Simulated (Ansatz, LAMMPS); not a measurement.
# Electronic structure of glassy 72SiO2-17Al2O3-6BaO-6ZnO (mol %) (116 atoms)

What does DFT give for glassy 72SiO2-17Al2O3-6BaO-6ZnO (mol %) (116 atoms) as built?

Calculated with Ansatz 0.2.0; Kohn-Sham DFT, PBE, PAW (set soft_2), plane waves.

## Step 1: Starting point

The cell holds 116 atoms: 26 Si, 12 Al, 2 Ba, 2 Zn and 74 O. Cell: a = 11.985 Å, b = 11.985 Å, c = 11.985 Å, α = 90.0°, β = 90.0°, γ = 90.0°. 116 atoms (26 Si, 12 Al, 2 Ba, 2 Zn, 74 O) placed at random at 2.55 g/cm³, melted at 4000 K for 10 ps at fixed volume with the Morse and Coulomb pair potential with partial charges (Pedone, Malavasi, Menziani, Cormack and Segre, J. Phys. Chem. B 110, 11780 (2006)). Quenched from 4000 K to 300 K at 50 K/ps and fixed volume, held 5 ps.

What the set-up can't give: The quench rate of 50 K/ps is many orders above laboratory rates, so the cell is likely richer in defects and strain than a real sample. The starting topology of bonds comes from the classical model, and needn't be the one that DFT or experiment would give. Only the Γ point is sampled, in a cell whose shortest periodic width is 12 Å. The levels lack spin–orbit coupling, which is large for the heavy elements here.

## Step 2: How the cell was made

A classical potential supplies the starting structure, since it reaches far longer times than DFT.

This step: classical MD, Morse and Coulomb pair potential with partial charges (Pedone, Malavasi, Menziani, Cormack and Segre, J. Phys. Chem. B 110, 11780 (2006)) (LAMMPS 22 Jul 2025 - Update 4).

in.lmp reads:

```
# melt-quench of Si26Al12Ba2Zn2O74
units metal
atom_style charge
boundary p p p
region box block 0 11.9845 0 11.9845 0 11.9845
create_box 5 box
mass 1 28.0850   # Si
mass 2 26.9815   # Al
mass 3 137.3270   # Ba
mass 4 65.3800   # Zn
mass 5 15.9990   # O
create_atoms 1 random 26 472057 NULL overlap 1.5 maxtry 2000
create_atoms 2 random 12 472064 NULL overlap 1.5 maxtry 2000
create_atoms 3 random 2 472071 NULL overlap 1.5 maxtry 2000
create_atoms 4 random 2 472078 NULL overlap 1.5 maxtry 2000
create_atoms 5 random 74 472085 NULL overlap 1.5 maxtry 2000
pair_style hybrid/overlay pedone 5.5 coul/long 8.0
pair_coeff * * coul/long
pair_coeff 1 5 pedone 0.340554 2.006700 2.100000 1   # Si-O
pair_coeff 2 5 pedone 0.361581 1.900442 2.164818 0.9   # Al-O
pair_coeff 3 5 pedone 0.065011 1.547596 3.393410 5   # Ba-O
pair_coeff 4 5 pedone 0.001221 3.150679 2.851850 1   # Zn-O
pair_coeff 5 5 pedone 0.042395 1.379316 3.618701 22   # O-O
set type 1 charge 2.4
set type 2 charge 1.8
set type 3 charge 1.2
set type 4 charge 1.2
set type 5 charge -1.2
kspace_style pppm 1.0e-4
neigh_modify delay 0 every 1 check yes
thermo_style custom step time temp pe press density
thermo_modify norm yes
timestep 0.002
thermo 100
# [... 15 lines left out ...]
fix md all nvt temp 4000 300 0.2
run 37000 post no
unfix md
thermo 1250
fix md all nvt temp 300 300 0.2
run 2500 post no
unfix md
write_dump all custom glass.dump id type xs ys zs modify sort id
```

Run with:

```
> lmp -in in.lmp -log none -nocite
```

Numbers of over 12 decimals in the logs are rounded to 6 here.

What it wrote:

```text
LAMMPS (22 Jul 2025 - Update 4)
Created orthogonal box = (0 0 0) to (11.9845 11.9845 11.9845)
Created 26 atoms
Created 12 atoms
Created 2 atoms
Created 2 atoms
Created 74 atoms
PPPM initialization ...
  G vector (1/distance) = 0.37359372
  grid = 12 12 12
  estimated relative force accuracy = 8.8829854e-05
   Step          Time           Temp          PotEng         Press         Density
         0   0              0             -0.50702177     575499.95      2.550001
        83   0.166          0             -15.692677     -43507.389      2.550001
Loop time of 0.0532015 s on 1 MPI rank(s) for 83 steps with 116 atoms
Minimization stats:
[... 18 lines left out ...]
[... 1 line left out ...]
Loop time of 2.26977 s on 1 MPI rank(s) for 5000 steps with 116 atoms
   Step          Time           Temp          PotEng         Press         Density
[... 12 lines left out ...]
Loop time of 15.9424 s on 1 MPI rank(s) for 37000 steps with 116 atoms
   Step          Time           Temp          PotEng         Press         Density
     43000   86             331.81875     -15.889344     -22203.342      2.550001
     43750   87.5           325.31088     -15.888948     -16353.714      2.550001
     45000   90             320.01849     -15.889333     -27619.922      2.550001
     45500   91             297.99293     -15.890368     -23317.129      2.550001
Loop time of 0.968744 s on 1 MPI rank(s) for 2500 steps with 116 atoms
```

Run time: 20 s. Hardware: 1 thread of Intel Xeon Platinum 8488C (Sapphire Rapids), shared host; peak memory 0.079 GiB.

## Step 3: Plane-wave single point

One self-consistent run at the given positions yields energy and forces.

input.yaml reads:

```yaml
crystal:
  lattice:
    - [11.9845, 0.0, 0.0]
    - [0.0, 11.9845, 0.0]
    - [0.0, 0.0, 11.9845]
  atoms:
    - { symbol: Si, position: [0.99701, 0.9165, 0.44574] }
    - { symbol: Si, position: [0.88065, 0.69947, 0.84175] }
    - { symbol: Si, position: [0.98647, 0.71687, 0.6188] }
    - { symbol: Si, position: [0.44285, 0.06802, 0.22741] }
    - { symbol: Si, position: [0.46705, 0.2406, 0.84384] }
    - { symbol: Si, position: [0.68476, 0.12272, 0.16137] }
    - { symbol: Si, position: [0.25624, 0.8285, 0.85748] }
    - { symbol: Si, position: [0.22371, 0.16328, 0.82763] }
    - { symbol: Si, position: [0.66527, 0.06978, 0.8926] }
    - { symbol: Si, position: [0.18642, 0.42067, 0.89332] }
    - { symbol: Si, position: [0.82049, 0.22459, 0.73429] }
    - { symbol: Si, position: [0.63975, 0.81215, 0.82651] }
    - { symbol: Si, position: [0.20712, 0.80414, 0.35953] }
    - { symbol: Si, position: [0.97101, 0.50212, 0.48338] }
    - { symbol: Si, position: [0.41202, 0.3999, 0.47773] }
    - { symbol: Si, position: [0.02247, 0.22332, 0.24233] }
    - { symbol: Si, position: [0.28598, 0.26953, 0.27504] }
    - { symbol: Si, position: [0.32808, 0.5268, 0.69397] }
    - { symbol: Si, position: [0.57492, 0.45924, 0.75872] }
    - { symbol: Si, position: [0.38729, 0.38165, 0.06075] }
    - { symbol: Si, position: [0.06165, 0.79928, 0.01321] }
    - { symbol: Si, position: [0.53337, 0.61854, 0.38812] }
    - { symbol: Si, position: [0.75873, 0.48452, 0.353] }
    - { symbol: Si, position: [0.76995, 0.01884, 0.37759] }
    - { symbol: Si, position: [0.23936, 0.76214, 0.62661] }
    - { symbol: Si, position: [0.81206, 0.44853, 0.88732] }
    - { symbol: Al, position: [0.39676, 0.58765, 0.1867] }
    - { symbol: Al, position: [0.1269, 0.56446, 0.28144] }
    - { symbol: Al, position: [0.45265, 0.78319, 0.01358] }
    - { symbol: Al, position: [0.25586, 0.62444, 0.00389] }
    - { symbol: Al, position: [0.44831, 0.82424, 0.25791] }
    - { symbol: Al, position: [0.28005, 0.99145, 0.02804] }
    - { symbol: Al, position: [0.65131, 0.3474, 0.55294] }
    - { symbol: Al, position: [0.0733, 0.95282, 0.20163] }
    - { symbol: Al, position: [0.8333, 0.35465, 0.13892] }
    - { symbol: Al, position: [0.00611, 0.44051, 0.07691] }
    - { symbol: Al, position: [0.05623, 0.12828, 0.6245] }
    - { symbol: Al, position: [0.85374, 0.26275, 0.46403] }
    - { symbol: Ba, position: [0.75817, 0.8439, 0.12128] }
    - { symbol: Ba, position: [0.33876, 0.10117, 0.53552] }
    - { symbol: Zn, position: [0.09761, 0.32126, 0.43843] }
    - { symbol: Zn, position: [0.61485, 0.84282, 0.54172] }
    - { symbol: O, position: [0.56249, 0.13655, 0.20656] }
    - { symbol: O, position: [0.47575, 0.67335, 0.2738] }
    - { symbol: O, position: [0.28171, 0.847, 0.72783] }
    - { symbol: O, position: [0.9739, 0.80636, 0.51319] }
    - { symbol: O, position: [0.5581, 0.14546, 0.87211] }
    - { symbol: O, position: [0.83753, 0.33511, 0.81966] }
    - { symbol: O, position: [0.87526, 0.56508, 0.84797] }
    - { symbol: O, position: [0.23884, 0.47533, 0.7803] }
    - { symbol: O, position: [0.03122, 0.09473, 0.20644] }
    - { symbol: O, position: [0.18697, 0.28439, 0.87537] }
    - { symbol: O, position: [0.13904, 0.69647, 0.04603] }
    - { symbol: O, position: [0.30793, 0.80957, 0.28082] }
    - { symbol: O, position: [0.52539, 0.3333, 0.76809] }
    - { symbol: O, position: [0.1534, 0.10789, 0.73198] }
    - { symbol: O, position: [0.655, 0.56997, 0.35963] }
    - { symbol: O, position: [0.45694, 0.96188, 0.30796] }
    - { symbol: O, position: [0.74709, 0.04096, 0.25196] }
    - { symbol: O, position: [0.93296, 0.17894, 0.68075] }
    - { symbol: O, position: [0.51392, 0.31662, 0.51012] }
    - { symbol: O, position: [0.63142, 0.46967, 0.63368] }
    - { symbol: O, position: [0.28901, 0.45991, 0.99133] }
    - { symbol: O, position: [0.76162, 0.13079, 0.81935] }
    - { symbol: O, position: [0.93994, 0.376, 0.52013] }
    - { symbol: O, position: [0.6809, 0.46738, 0.8448] }
    - { symbol: O, position: [0.31627, 0.33523, 0.38678] }
    - { symbol: O, position: [0.98963, 0.59452, 0.57174] }
    - { symbol: O, position: [0.08668, 0.46176, 0.95986] }
    - { symbol: O, position: [0.98177, 0.30971, 0.14417] }
    - { symbol: O, position: [0.13436, 0.69393, 0.3399] }
    - { symbol: O, position: [0.65015, 0.94131, 0.86312] }
    - { symbol: O, position: [0.91294, 0.73102, 0.72035] }
    - { symbol: O, position: [0.75678, 0.23551, 0.15244] }
    - { symbol: O, position: [0.18534, 0.94839, 0.12181] }
    - { symbol: O, position: [0.77794, 0.44445, 0.23108] }
    - { symbol: O, position: [0.86492, 0.5388, 0.4117] }
    - { symbol: O, position: [0.26133, 0.54471, 0.21934] }
    [... 32 atom lines left out ...]
    - { symbol: O, position: [0.02479, 0.01477, 0.53297] }
    - { symbol: O, position: [0.34231, 0.87654, 0.95084] }
    - { symbol: O, position: [0.46672, 0.46939, 0.12274] }
    - { symbol: O, position: [0.73663, 0.36852, 0.428] }
    - { symbol: O, position: [0.30317, 0.64312, 0.63693] }
    - { symbol: O, position: [0.54484, 0.76859, 0.90365] }
kpoints:
  mp_grid: { grid: [1, 1, 1] }
hamiltonian:
  xc: pbe
scf:
  occupations: { method: fixed }
output:
  forces: true
  stress: true
  populations: true
  dos:
    method: { smearing: { sigma: 0.15 } }
    de: 0.1
    projected: { site_lists: { Al: [Al], Ba: [Ba], O: [O], Si: [Si], Zn: [Zn] } }
  eigenvalues: true
  write_density: true
  write_potential: true
  volumetric_format: npy
```

Run with:

```
> ansatz run input.yaml --threads 8 --pin off --max-ram 15872MiB --backend cpu --events-out ev --progress --plain --runs-dir out
```

What it wrote:

```text
Engine: ansatz 0.2.0, x86_64-unknown-linux-gnu
Pseudopotentials: kind: paw
Pseudopotential: Si, paw, valence charge 4, recommended cutoff 420 eV (normal), Si.paw.azcp
Pseudopotential: Al, paw, valence charge 3, recommended cutoff 420 eV (normal), Al.paw.azcp
Pseudopotential: Ba, paw, valence charge 10, recommended cutoff 420 eV (normal), Ba.paw.azcp
[...]
--- Band table (eV) ---
  k-point 0: bands = ["-24.7547", "-24.6134", "-17.9433", "-17.8000", [... 414 levels ...], "12.2626", "12.2846", "12.2955", "12.3240", "12.3975", "12.4032", "12.4276", "12.4467", "12.5023", "12.5065", "12.5405", "12.6030"]
--- Löwdin populations: 116 sites ---
  site symbol       q [e]
     0     Si      2.2446
     1     Si      2.1974
     2     Si      2.1497
[...]
115      O      6.8554
  spilling = 0.012040 (of n_electrons = 628.000000)
[key lines of the parts left out:]
SCF converged after 9 iterations
Free energy (F): -83629.688361 eV
Fermi energy:    2.952759 eV
P = ⅓ Tr σ = 3.2474 GPa (32.474 kbar)
```

The job ended after 11 s (8 threads of Intel Xeon Platinum 8488C (Sapphire Rapids), shared host; peak memory 2.6 GiB; 76 s of CPU time).

The column dr2 measures how far the density is from self-consistency, as an energy; F and HF (Harris–Foulkes) agree once it is small.

The program notes that the exchange-correlation potential is rough where the density is thin.

Numbers from this run:

```yaml
free_energy: -83629.6884 eV
free_energy_per_atom: -720.9456 eV/atom
scf_cycles: 9
pressure: 3.247 GPa
r_m_s_force_component: 1.322 eV/Å
longest_force: 5.807 eV/Å
fermi_energy: 2.953 eV
spacing_of_highest_filled_and_lowest_empty_level: 3.22 eV
spilling_of_the_projection: 0.01204
```

Length of the force by element:

```
element  coordination  atoms  mean length of the force (eV/Å)  spread  least  most
     Al           all     12                             1.74   0.678  0.834  2.86
     Ba           all      2                            0.858   0.214  0.644  1.07
      O           all     74                             1.79   0.987  0.154  5.13
     Si           all     26                             2.78    1.42  0.811  5.81
     Zn           all      2                             1.01   0.226  0.782  1.23
```

Löwdin charges by element (they lack the spilled electrons, 0.065 e an atom on average):

```
element  coordination  atoms  mean charge (e)  spread  least    most
     Al           all     12             1.37   0.031   1.31    1.43
     Ba           all      2             1.89  0.0129   1.88    1.91
      O           all     74           -0.834  0.0559  -1.10  -0.762
     Si           all     26             1.77  0.0261   1.73    1.85
     Zn           all      2             1.51  0.0098   1.50    1.52
```

States in the cell by windows of 1 eV, zero at the Fermi level; the larger projections on atomic orbitals stand beside the total:

```
from (eV)  to (eV)  total   O p  Si p   O s
      -18      -17   31.4   0.3   3.6  24.7
      -17      -16   15.3   0.2   1.1  12.2
      -16      -15    3.2   0.0   0.0   2.6
      -15      -14    0.0   0.0   0.0   0.0
      -14      -13    0.2   0.0   0.0   0.0
      -13      -12   11.8   0.1   0.0   0.1
      -12      -11    0.0   0.0   0.0   0.0
      -11      -10    4.1   2.7   0.2   0.2
      -10       -9   12.7   8.6   0.6   0.6
       -9       -8   16.3  11.4   1.3   0.7
       -8       -7   20.6  15.1   2.3   0.6
       -7       -6   42.6  32.3   5.9   0.5
       -6       -5   47.7  32.7   3.9   0.9
       -5       -4   57.4  40.7   3.3   1.5
       -4       -3   71.7  62.9   2.8   1.4
       -3       -2   77.4  71.0   1.8   0.8
       -2       -1   72.8  68.3   1.1   0.6
       -1        0   38.4  36.2   0.4   0.2
        0        1    2.4   2.3   0.0   0.0
        1        3    0.0   0.0   0.0   0.0
        3        4    3.7   0.2   0.1   0.5
        4        5   19.0   0.8   1.3   1.0
```

With fixed occupations the program's Fermi level is the highest filled level; weight inside the gap is the broadening of levels at its edges.

Between -26 and -18 eV lie 98 more states.

The levels nearest the highest filled one (over half full), pooled over k-points and spins:

```
level less the highest filled one (eV)  occupation
                                -0.295           2
                                -0.234           2
                                -0.139           2
                                -0.101           2
                                -0.048           2
                                     0           2
                                  3.22           0
                                  3.89           0
                                  4.20           0
                                  4.30           0
                                  4.35           0
                                  4.51           0
```

Electrostatic potential energy in the ac plane at fractional y = 0.449, with atoms of Si and Al and O within 0.2 Å of it. With pseudopotentials it is smooth inside the atoms' cores, unlike the true potential.

Ten even steps from '0' (-41 eV) to '9' (10 eV), each cell a mean:
```
8500267740048999999999999876324888
9721221256789999999999998630137899
9987500047999999999998545500016899
9998642358999999988776101530137899
9999886214899999873114435887789999
9999997313788999850001689999999999
9999999877777899862014799999999999
9999999998777899987654589999999999
9999999998743699999830169999999999
9999999999500289999963489999999999
8899999999731478899998889999999877
5789999999986435799999899999998743
4788999999986213789999999999998632
7732599999987555689999988778898866
9843599999999888899999975114789988
9998999999999999999999873002689999
9999999999999999999999986435899999
9999999999999999999999998312799999
9999999999999999999999998200599999
8899999999999997799999999755888998
6678999999998851149999999998888876
7657999999987651159999999998888756
7657999997776567899999999998535756
5555799951037778999999999996101676
```
Columns run along a (12.0 Å; values clipped at the 3rd and 97th percentile), rows up along c (12.0 Å). Atoms in or near the plane, at fractional coordinates: Si at (0.57, 0.76), Si at (0.81, 0.89), Al at (0.01, 0.08), O at (0.29, 0.99), O at (0.09, 0.96), O at (0.78, 0.23), O at (0.35, 0.59), O at (0.86, 0.01).

Valence density in the ac plane at fractional y = 0.449, with atoms of Si and Al and O within 0.2 Å of it. It is the smooth field of the valence electrons, not physical close to the nuclei.

Values in e/Å³, 13 rows by 16 columns, each cell a mean:
```
1.1 4.9 1.5 0.6 3.0 1.4 0.1 0.0 0.0 0.0 0.1 0.2 0.3 1.7 1.0 0.1
0.1 0.6 0.4 0.4 0.4 0.1 0.0 0.0 0.1 0.2 2.2 2.5 0.4 0.2 0.2 0.0
0.0 0.0 0.3 2.6 2.2 0.2 0.1 0.3 0.3 0.3 1.8 1.7 0.3 0.2 0.1 0.0
0.0 0.0 0.1 0.9 0.9 0.2 0.2 0.3 0.3 0.4 0.6 0.1 0.0 0.0 0.0 0.0
0.0 0.0 0.0 0.0 0.3 1.8 0.9 0.1 0.2 1.9 3.6 0.4 0.0 0.0 0.0 0.0
0.1 0.0 0.0 0.0 0.4 4.1 2.2 0.2 0.1 0.6 1.0 0.2 0.0 0.0 0.2 0.3
0.4 0.4 0.2 0.0 0.1 0.4 0.5 0.5 0.1 0.1 0.1 0.1 0.1 0.1 0.4 0.7
0.7 2.8 0.9 0.1 0.0 0.1 0.5 1.1 0.3 0.0 0.1 0.4 0.4 0.3 0.2 0.2
0.2 0.5 0.2 0.0 0.0 0.0 0.1 0.2 0.1 0.0 0.1 0.3 0.4 0.2 0.1 0.0
0.2 0.1 0.1 0.1 0.1 0.0 0.0 0.0 0.0 0.0 0.0 0.8 4.1 1.2 0.1 0.1
0.5 0.3 0.0 0.1 0.1 0.1 0.3 1.2 0.4 0.0 0.0 0.4 2.6 0.8 0.1 0.2
0.2 0.1 0.0 0.0 0.1 0.2 0.9 4.0 1.1 0.0 0.0 0.0 0.1 0.3 0.2 0.1
0.4 1.0 0.3 0.3 2.8 1.6 0.3 0.4 0.1 0.0 0.0 0.0 0.3 3.4 2.3 0.2
```
Columns run along a (12.0 Å), rows up along c (12.0 Å). Atoms in or near the plane, at fractional coordinates: Si at (0.57, 0.76), Si at (0.81, 0.89), Al at (0.01, 0.08), O at (0.29, 0.99), O at (0.09, 0.96), O at (0.78, 0.23), O at (0.35, 0.59), O at (0.86, 0.01).

Mean Löwdin charges: Al +1.37, Ba +1.89, O -0.83, Si +1.77, Zn +1.51 e (they miss 1.2 % of the electrons, so they add up to more than the cell's charge).

## Step 4: Local order

Bonds and neighbours are counted at the geometry of the runs.

Density 2.55 g/cm³, 14.84 Å³ an atom.

Pair distribution functions g(r), in bins of 0.2 Å:

```
r (Å)  total   O-O  O-Si  O-Al  O-Ba  O-Zn  Si-Si
 1.50   1.53  0.00  5.40  0.00  0.00  0.00   0.00
 1.70   3.61  0.00  8.72  8.49  0.00  0.00   0.00
 1.90   0.55  0.00  0.00  3.12  0.00  6.32   0.00
 2.10   0.05  0.00  0.00  0.19  0.00  0.98   0.00
 2.30   0.06  0.00  0.00  0.14  0.00  1.83   0.00
 2.50   1.06  2.55  0.00  0.00  0.00  0.00   0.00
 2.70   1.60  3.71  0.05  0.20  0.60  0.65   0.00
 2.90   0.76  1.21  0.00  0.45  2.21  0.00   0.70
 3.10   1.05  0.99  0.29  0.58  1.44  0.00   4.58
 3.30   0.71  0.44  0.41  0.70  1.28  0.00   2.12
 3.50   0.73  0.51  1.03  0.95  1.12  0.00   0.00
 3.70   0.96  0.84  1.40  1.12  1.00  0.67   0.00
 3.90   1.04  0.51  1.54  1.82  0.90  2.44   0.13
 4.10   1.29  0.70  2.21  1.87  0.27  1.10   0.49
 4.30   1.17  0.79  1.60  1.71  0.99  1.74   1.10
 4.50   0.97  0.96  0.88  1.11  0.91  1.60   1.00
 4.70   0.90  1.05  0.76  0.59  0.62  0.85   0.63
 4.90   1.09  1.35  0.61  0.74  1.53  0.97   1.94
 5.10   1.09  1.61  0.55  0.57  1.59  1.25   1.10
 5.30   1.06  1.35  0.66  0.80  2.33  0.96   1.22
 5.50   0.94  0.96  0.80  0.96  0.92  0.47   1.53
 5.70   0.98  0.89  1.08  0.90  1.43  0.56   0.88
 5.90   0.93  0.83  1.09  0.86  0.80  1.07   0.76
```

The surroundings of Si3, which bears the longest force, nearest first, numbered as they follow in the input and with coordinates relative to it.

```
atom      x      y      z  distance (Å)  Löwdin charge (e)     Fx     Fy  Fz (eV/Å)
 Si3   0.00   0.00   0.00          0.00               1.85   4.24   1.78      -3.55
 O73  -0.88   0.17   1.22          1.51              -0.79  -1.93   1.44       0.11
 O68   0.04  -1.47  -0.56          1.57              -0.79  -0.14  -0.24       1.32
 O91   1.54   0.25   0.49          1.63              -0.82  -1.80  -0.01       0.69
 O46  -0.15   1.07  -1.27          1.67              -0.79  -0.90  -2.28       1.01
 Si2  -1.27  -0.21   2.67          2.96               1.80  -2.23  -0.69       2.00
Si14  -0.19  -2.57  -1.62          3.05               1.75   0.82  -2.19      -2.07
Si25   3.03   0.54   0.09          3.08               1.79   0.29  -0.96       0.59
 Si1   0.13   2.39  -2.07          3.17               1.76   1.25   2.28       1.78
```

## Step 5: Outcome

```json
{
  "free energy per atom": "-720.9456 eV/atom",
  "pressure": "3.247 GPa",
  "r.m.s. force component": "1.322 eV/Å",
  "gap (highest filled to lowest empty level)": "3.22 eV",
  "wall time of the 1 DFT run": "11 s"
}
```

**Reading.** Between filled and empty levels lie 3.22 eV (at Γ alone); a semilocal functional tends to put such gaps too low. In a disordered cell it changes from sample to sample, and tail or defect levels can set it.

**Limits.** The force components of 1.3 eV/Å r.m.s. reflect the temperature of the frame as well as the gap between the generating potential and DFT. The pressure of 3.2 GPa is that of one thermal frame, in which the classical model's bond lengths enter as well as the volume, without the kinetic term.

[Logs are printed without paths, hosts, clocks, repeated set-up lines and the standing remarks that a program may print on its own settings, such as how far it seeks lower states.]

[Hosts, paths, dates, database ids (printed as entryN), source tags and the programs' standing remarks are cut or masked in the printed files.]
